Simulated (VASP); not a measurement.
# KF (Fm-3m) in VASP: electric field gradients with PBE

Aim: the electric field gradients of KF with PBE.

Everything below comes from runs of VASP 6.6.1. Logs are shortened: lines on timing, memory, paths and dates and some standing lists are left out, and cuts for length are marked.

## 1. The cell of the first run

Symmetry: Fm-3m, No. 225, cubic system. The conventional cell has a = 5.293 Å, b = 5.293 Å, c = 5.293 Å, α = 90.00°, β = 90.00°, γ = 90.00°. K (site symmetry m-3m) is surrounded by 6 F at 2.65 Å. F (site symmetry m-3m) has 6 K at 2.65 Å as nearest neighbours.

## 2. Electric field gradients, PBE (volume scaled by 0.97)

Contents of INCAR:

```
ALGO     = Normal         # electronic algorithm
EDIFF    = 1E-8           # SCF threshold, eV
ENCUT    = 520            # plane-wave cutoff, eV
GGA      = PE             # functional
ISIF     = 2              # what is computed and relaxed
ISMEAR   = -1             # smearing method
LASPH    = T              # aspherical terms in the spheres
LCHARG   = F              # write CHGCAR
LEFG     = T            
LREAL    = F              # projectors in reciprocal space
LWAVE    = F              # write WAVECAR
NBANDS   = 15             # bands
NELM     = 100            # most SCF steps
PREC     = Accurate       # precision mode
SIGMA    = 0.03           # smearing width, eV
```

Contents of KPOINTS:

```
k-points
0
Gamma
  8 8 8
```

Contents of POSCAR:

```
KF
1.0
    0.0000000000      2.6464931030      2.6464931030
    2.6464931030      0.0000000000      2.6464931030
    2.6464931030      2.6464931030      0.0000000000
K F
1 1
Direct
    0.0000000000      0.0000000000      0.0000000000
    0.5000000000      0.5000000000      0.5000000000
```

Potentials or basis: VASP PAW PBE potentials, release 64 (K_sv, F).

The run is started by

```
cat potpaw_PBE.64/K_sv/POTCAR potpaw_PBE.64/F/POTCAR > POTCAR
mpirun -np 1 vasp_std > vasp.out
```

OUTCAR:

```text
EDIFF = 1E-8
   ENCUT = 520
   GGA = PE
   ISIF = 2
   ISMEAR = -1
   LASPH = T
   LREAL = F
   NELM = 100
   PREC = Accurate

 ion  position               nearest neighbor table
   1  0.000  0.000  0.000-   2 2.65   2 2.65   2 2.65   2 2.65   2 2.65   2 2.65
   2  0.500  0.500  0.500-   1 2.65   1 2.65   1 2.65   1 2.65   1 2.65   1 2.65

  LATTYP: Found a face centered cubic cell.
 ALAT       =     5.2929862060

  Lattice vectors:

 A1 = (   0.0000000000,   2.6464931030,   2.6464931030)
 A2 = (   2.6464931030,   0.0000000000,   2.6464931030)
 A3 = (   2.6464931030,   2.6464931030,   0.0000000000)

Analysis of symmetry for initial positions (statically):
=====================================================================
 Subroutine PRICEL returns:
 Original cell was already a primitive cell.

 Routine SETGRP: Setting up the symmetry group for a
 face centered cubic supercell.

 Subroutine GETGRP returns: Found 48 space group operations
 (whereof 48 operations were pure point group operations)
 out of a pool of 48 trial point group operations.

The static configuration has the point symmetry O_h .

Analysis of symmetry for dynamics (positions and initial velocities):
=====================================================================
 Subroutine PRICEL returns:
 Original cell was already a primitive cell.

 Routine SETGRP: Setting up the symmetry group for a
 face centered cubic supercell.

 Subroutine GETGRP returns: Found 48 space group operations
 (whereof 48 operations were pure point group operations)
 out of a pool of 48 trial point group operations.

The dynamic configuration has the point symmetry O_h .

 Subroutine INISYM returns: Found 48 space group operations
 (whereof 48 operations are pure point group operations),
 and found     1 'primitive' translations

----------------------------------------------------------------------------------------

                                     Primitive cell

  volume of cell :      37.0717

  direct lattice vectors                    reciprocal lattice vectors
     0.000000000  2.646493103  2.646493103    -0.188929266  0.188929266  0.188929266
     2.646493103  0.000000000  2.646493103     0.188929266 -0.188929266  0.188929266
     2.646493103  2.646493103  0.000000000     0.188929266  0.188929266 -0.188929266

  length of vectors
     3.742706439  3.742706439  3.742706439     0.327235088  0.327235088  0.327235088

  position of ions in fractional coordinates (direct lattice)
     0.000000000  0.000000000  0.000000000
     0.500000000  0.500000000  0.500000000

  ion indices of the primitive-cell ions
   primitive index   ion index
                 1           1
                 2           2

----------------------------------------------------------------------------------------

 KPOINTS: k-points

Automatic generation of k-mesh.
 Grid dimensions read from file:
 generate k-points for:    8    8    8

 Generating k-lattice:

  Cartesian coordinates                     Fractional coordinates (reciprocal lattice)
    -0.023616158  0.023616158  0.023616158     0.125000000  0.000000000  0.000000000
     0.023616158 -0.023616158  0.023616158     0.000000000  0.125000000  0.000000000
     0.023616158  0.023616158 -0.023616158     0.000000000  0.000000000  0.125000000

  Length of vectors
     0.040904386  0.040904386  0.040904386

  Shift w.r.t. Gamma in fractional coordinates (k-lattice)
     0.000000000  0.000000000  0.000000000

 Subroutine IBZKPT returns following result:
 ===========================================

 Found     29 irreducible k-points:

 Following reciprocal coordinates:
            Coordinates               Weight
  0.000000  0.000000  0.000000      1.000000
  0.125000  0.000000  0.000000      8.000000
  0.250000  0.000000  0.000000      8.000000
  0.375000  0.000000  0.000000      8.000000
  0.500000  0.000000  0.000000      4.000000
  0.125000  0.125000  0.000000      6.000000
[... 16 lines left out ...]
  0.500000  0.250000  0.125000     48.000000
 -0.375000  0.250000  0.125000     24.000000
 [... further k-points ...]
   k-points           NKPTS =     29   k-points in BZ     NKDIM =     29   number of bands    NBANDS=     15
   number of dos      NEDOS =    301   number of ions     NIONS =      2
   total plane-waves  NPLWV =  21952
   dimension x,y,z NGX =    28 NGY =   28 NGZ =   28
   dimension x,y,z NGXF=    56 NGYF=   56 NGZF=   56
   ions per type =               1   1
   NGX,Y,Z   is equivalent  to a cutoff of  12.44, 12.44, 12.44 a.u.
   NGXF,Y,Z  is equivalent  to a cutoff of  24.87, 24.87, 24.87 a.u.
 SYSTEM =  unknown system
   PREC   = accura    normal or accurate (medium, high low for compatibility)
   ISTART =      0    job   : 0-new  1-cont  2-samecut
   ICHARG =      2    charge: 1-file 2-atom 10-const
   ISPIN  =      1    spin polarized calculation?
   LNONCOLLINEAR =      F non collinear calculations
   LSORBIT =      F    spin-orbit coupling
   LASPH  =      T    aspherical Exc in radial PAW
   ENCUT  =  520.0 eV  38.22 Ry    6.18 a.u.   6.96  6.96  6.96*2*pi/ulx,y,z
   NELM   =    100;   NELMIN=  2; NELMDL= -5     # of ELM steps
   EDIFF  = 0.1E-07   stopping-criterion for ELM
   LREAL  =      F    real-space projection
   EDIFFG = 0.1E-06   stopping-criterion for IOM
   NSW    =      0    number of steps for IOM
   IBRION =     -1    ionic relax: 0-MD 1-quasi-New 2-CG
   NFREE  =      0    steps in history (QN), initial steepest desc. (CG)
   ISIF   =      2    stress and relaxation
   ISYM   =      2    0-nonsym 1-usesym 2-fastsym
   POTIM  = 0.5000    time-step for ionic-motion
   TEBEG  =    0.0;   TEEND  =   0.0 temperature during run
   PSTRESS=    0.0 pullay stress
   NELECT =      16.0000    total number of electrons
   NUPDOWN=      -1.0000    fix difference up-down
   EMIN   =  10.00;   EMAX   =-10.00  energy-range for DOS
   EFERMI =   0.00;   METHOD = LEGACY
   ISMEAR =    -1;   SIGMA  =   0.03  broadening in eV -4-tet -1-fermi 0-gaus
   EFERMI_NEDOS =   21; number of points for ismear=-14 and -15
   IALGO  =     38    algorithm
   IMIX   =      4    mixing-type and parameters
     AMIX     =   0.40;   BMIX     =  1.00
     AMIX_MAG =   1.60;   BMIX_MAG =  1.00
  volume/ion in A,a.u.               =      18.54       125.09
  Fermi-wavevector in a.u.,A,eV,Ry     =   1.237183  2.337937 20.825385  1.530623
  Thomas-Fermi vector in A             =   2.371761
   LORBIT       =      0    0 simple, 1 ext, 2 COOP (PROOUT), +10 PAW based schemes
   GGA     = PE    functional components
   LHFCALC =     F    Hartree Fock is set to
   AEXX    =    0.0000 exact exchange contribution
   IVDW    =     0    specifies the selected vdW correction
   LEPSILON=     F    determine dielectric tensor
   LRPA    =     F    only Hartree local field effects (RPA)
 non-spin polarized calculation
  energy-cutoff  :      520.00
  volume of cell :       37.07
 maximum number of plane-waves:      1012
   NGX = 13   NGY = 13   NGZ = 13

 number of electron      16.0000015 magnetization

 Free energy of the ion-electron system (eV)
  ---------------------------------------------------
  ext. energy  EPLUGINS =         0.00000000
  ---------------------------------------------------
  free energy    TOTEN  =        -8.27560896 eV

  energy without entropy =       -8.27560896  energy(sigma->0) =       -8.27560896

 E-fermi :  -2.0215     XC(G=0):  -8.5344

 val. band max:       -2.7259575753   @ k =   0.0000   0.0000   0.0000
 cond. band min:       3.5921804193   @ k =   0.0000   0.0000   0.0000
 fundamental gap:      6.3181379946
 Fermi energy:        -2.0214671497

 k-point     1 :       0.0000    0.0000    0.0000
  band No.  band energies     occupation
      1     -28.7857      2.00000
      2     -21.3977      2.00000
      3     -12.0141      2.00000
      4     -12.0141      2.00000
      5     -12.0141      2.00000
      6      -2.7260      2.00000
      7      -2.7260      2.00000
      8      -2.7260      2.00000
      9       3.5922      0.00000
     10       8.0322      0.00000
     11       8.0322      0.00000
     12       8.0322      0.00000
     13       9.7427      0.00000
     14       9.7427      0.00000
     15      14.4042      0.00000

 k-point     2 :       0.1250    0.0000    0.0000
  band No.  band energies     occupation
      1     -28.7701      2.00000
      2     -21.4128      2.00000
      3     -12.0574      2.00000
      4     -12.0198      2.00000
      5     -12.0198      2.00000
      6      -2.8718      2.00000
      7      -2.7824      2.00000
      8      -2.7824      2.00000
      9       4.0359      0.00000
     10       7.7840      0.00000
     11       8.2484      0.00000
     12       8.2484      0.00000
     13       9.8954      0.00000
     14       9.8954      0.00000
     15      15.1735      0.00000

 k-point     3 :       0.2500    0.0000    0.0000
  band No.  band energies     occupation
      1     -28.7319      2.00000
      2     -21.4491      2.00000
      3     -12.1609      2.00000
      4     -12.0335      2.00000
      5     -12.0335      2.00000
      6      -3.1809      2.00000
      7      -2.9156      2.00000
      8      -2.9156      2.00000
      9       5.1348      0.00000
     10       7.4543      0.00000
     11       8.7851      0.00000
     12       8.7851      0.00000
     13      10.3645      0.00000
     14      10.3645      0.00000
     15      16.2194      0.00000
[... 343 lines left out ...]
 k-point    23 :       0.5000    0.2500    0.1250
  band No.  band energies     occupation
      1     -28.6762      2.00000
      2     -21.4695      2.00000
      3     -12.3113      2.00000
      4     -12.2318      2.00000
      5     -12.0832      2.00000
      6      -3.3089      2.00000
      7      -3.0418      2.00000
      8      -2.8867      2.00000
      9       6.6285      0.00000
     10       7.0505      0.00000
     11       9.1683      0.00000
     12       9.9840      0.00000
     13      10.9558      0.00000
     14      11.9443      0.00000
     15      13.8190      0.00000

 k-point    24 :      -0.3750    0.2500    0.1250
  band No.  band energies     occupation
      1     -28.6639      2.00000
      2     -21.4754      2.00000
      3     -12.3593      2.00000
      4     -12.2500      2.00000
      5     -12.0911      2.00000
      6      -3.3157      2.00000
      7      -3.0178      2.00000
      8      -2.9889      2.00000
      9       6.7872      0.00000
     10       7.5065      0.00000
     11       9.1148      0.00000
     12      10.1450      0.00000
     13      11.4367      0.00000
     14      12.5338      0.00000
     15      12.8451      0.00000

 [... further k-points ...]
[... 5 lines left out ...]
  --------------------------------------------------------------------------------------
  -------------------------------------------------------------------------------------
  Total        0.5862010      0.5862010      0.5862010     -0.0000000      0.0000000     -0.0000000
  in kB       25.3346455     25.3346455     25.3346455     -0.0000000      0.0000000     -0.0000000
  external PRESSURE =      25.3346455 kB  Pullay stress =       0.0000000 kB

 VOLUME and BASIS-vectors are now :
 -----------------------------------------------------------------------------
  energy-cutoff  :      520.00
  volume of cell :       37.07
      direct lattice vectors                 reciprocal lattice vectors
     0.000000000  2.646493103  2.646493103    -0.188929266  0.188929266  0.188929266
     2.646493103  0.000000000  2.646493103     0.188929266 -0.188929266  0.188929266
     2.646493103  2.646493103  0.000000000     0.188929266  0.188929266 -0.188929266

 POSITION                                       TOTAL-FORCE (eV/Angst)
 -----------------------------------------------------------------------------------
      0.00000      0.00000      0.00000         0.000000      0.000000     -0.000000
      2.64649      2.64649      2.64649        -0.000000     -0.000000      0.000000
 -----------------------------------------------------------------------------------
    total drift:                                0.000000      0.000000      0.000000

  FREE ENERGIE OF THE ION-ELECTRON SYSTEM (eV)
  ---------------------------------------------------
  free  energy   TOTEN  =        -8.2756089606 eV

  energy  without entropy=       -8.2756089606  energy(sigma->0) =       -8.27560896

 Electric field gradients (V/A^2)
---------------------------------------------------------------------
 ion       V_xx      V_yy      V_zz      V_xy      V_xz      V_yz
---------------------------------------------------------------------
   1      -0.000     0.000    -0.000     0.000     0.000     0.000
   2      -0.000    -0.000    -0.000     0.006     0.006     0.006
---------------------------------------------------------------------

 Electric field gradients after diagonalization (V/A^2)
 (convention: |V_zz| > |V_xx| > |V_yy|)
----------------------------------------------------------------------
 ion       V_xx      V_yy      V_zz     asymmetry (V_yy - V_xx)/ V_zz
----------------------------------------------------------------------
   1      -0.000    -0.000     0.001       0.000
   2      -0.006    -0.006     0.012       0.000
----------------------------------------------------------------------

           NMR quadrupolar parameters

 Cq : quadrupolar parameter    Cq=e*Q*V_zz/h
 eta: asymmetry parameters     (V_yy - V_xx)/ V_zz
 Q  : nuclear electric quadrupole moment in mb (millibarn)
----------------------------------------------------------------------
 ion       Cq(MHz)       eta       Q (mb)
----------------------------------------------------------------------
   1       0.000       0.000       1.000
   2       0.000       0.000       1.000
----------------------------------------------------------------------
```

Run time: 14 s. Hardware: 1 thread of Intel Xeon Platinum 8259CL at 2.50GHz (Skylake/Cascade Lake), shared host; peak memory 0.16 GiB.

Results:

* Free energy: -8.2756 eV
* Pressure: 2.5 GPa
* Band gap on the k mesh: 6.32 eV, direct

Electric field gradients, principal values (V/Å²):
```
atom     Vxx     Vyy    Vzz
 1 K   0.000   0.000  0.001
 2 F  -0.006  -0.006  0.012
```
